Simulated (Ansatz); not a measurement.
**Co under pressure: fit and missing row**

Co, P6_3/mmc, a = 2.492 Å, c = 8.093 Å. Ansatz: PBE, PAW, 420 eV, Γ-centred 18×18×6 mesh on 4 atoms, Gaussian smearing 0.10 eV; collinear spin, largest moment 1.7 μB. Cell and atoms are relaxed at each pressure, and no other structure is tried, so the rows at high pressure may lie past a change of phase.

| V (Å³/atom) | P (GPa) |
| --- | --- |
| 9.070 | 60.02 |
| 9.766 | 30.00 |
| 10.241 | 15.00 |
| 10.512 | 8.00 |
| ? | 3.00 |
| 10.878 | 0.00 |
| 11.036 | -2.98 |

Task: Take V0 = 10.878 Å³/atom, fit the third-order Birch–Murnaghan form to the other rows, and predict the missing volume.

Result: With the Eulerian strain f = ½[(V0/V)^(2/3) − 1] and y = P/[3f(1 + 2f)^(5/2)], the form is the line y = B0 + 1.5 B0 (B0′ − 4) f. Rows (f, y): 0.06441, 229.4; 0.03727, 224.2; 0.02052, 220.4; 0.01154, 218.3; -0.00478, 212.9. Means f = 0.02579, y = 221.04; Σ(Δf)² = 0.002789, ΣΔfΔy = 0.6504; the slope is their ratio. y = 215.0 + 233.2 f GPa, so B0 = 215.0 GPa and B0′ = 4 + 2 × (233.2)/(3 × 215.0) = 4.72. P = 3.00 GPa is met at f = 0.00453 (y = 216.06), so V = V0 (1 + 2f)^(−3/2) = 10.732 Å³/atom. The run gave 10.732 Å³/atom, the same to the digits shown.

The mesh isn't the same in all rows (18×18×6, 24×24×6).